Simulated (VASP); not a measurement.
Here is a VASP 6.6.1 calculation.

Contents of INCAR:

```
SYSTEM = HfB2
ALGO = Normal
EDIFF = 1E-7
EDIFFG = -0.005
ENCUT = 600
GGA = PE
IBRION = 2
ISIF = 3
ISMEAR = 0
IVDW = 12
LASPH = .True.
LCHARG = .False.
LREAL = .False.
LWAVE = .False.
NELM = 100
NSW = 70
PREC = Accurate
SIGMA = 0.1
```

KPOINTS

```
k-points
0
Gamma
  15 15 12
  0 0 0
```

The input POSCAR:

```
HfB2
1.0
    3.1450633627      0.0000000000      0.0000000000
   -1.5725316813      2.7237047686      0.0000000000
    0.0000000000      0.0000000000      3.4872976848
Hf B
1 2
Direct
    0.0000000000      0.0000000000      0.0000000000
    0.3333333333      0.6666666667      0.5000000000
    0.6666666667      0.3333333333      0.5000000000
```

Potentials or basis: VASP PAW PBE potentials, release 64 (Hf_pv, B).

Run with:

```sh
$ cat potpaw_PBE.64/Hf_pv/POTCAR potpaw_PBE.64/B/POTCAR > POTCAR
$ mpirun -np 1 vasp_std > vasp.out
```

Question: What does it give for the space group after relaxing (to 0.05 Å)?

Answer: P6/mmm (No. 191).

Question: Predict the relaxed cell.

Answer: a = 3.119 Å, b = 3.119 Å, c = 3.457 Å, α = 90.00°, β = 90.00°, γ = 120.00°.

Question: Estimate the band gap on the k mesh.

Answer: None (metal or under the smearing width).

The path:
```
step  energy change (eV)  largest force (eV/Å)  pressure (GPa)  volume (Å³)
   1              0.0000                0.0000           -6.32        29.87
   2              0.0110                0.0000            9.16        28.21
   3             -0.0149                0.0000           -0.04        29.14
   4             -0.0149                0.0000            0.08        29.13
   5             -0.0149                0.0000            0.10        29.12
   6             -0.0149                0.0000            0.10        29.12
   7             -0.0149                0.0000           -0.10        29.15
   8             -0.0149                0.0000           -0.01        29.13
```

Caveat: pairwise dispersion overbinds metals, which lowers pressure and volume. The run has no spin-orbit coupling, so splittings on Hf are missing.
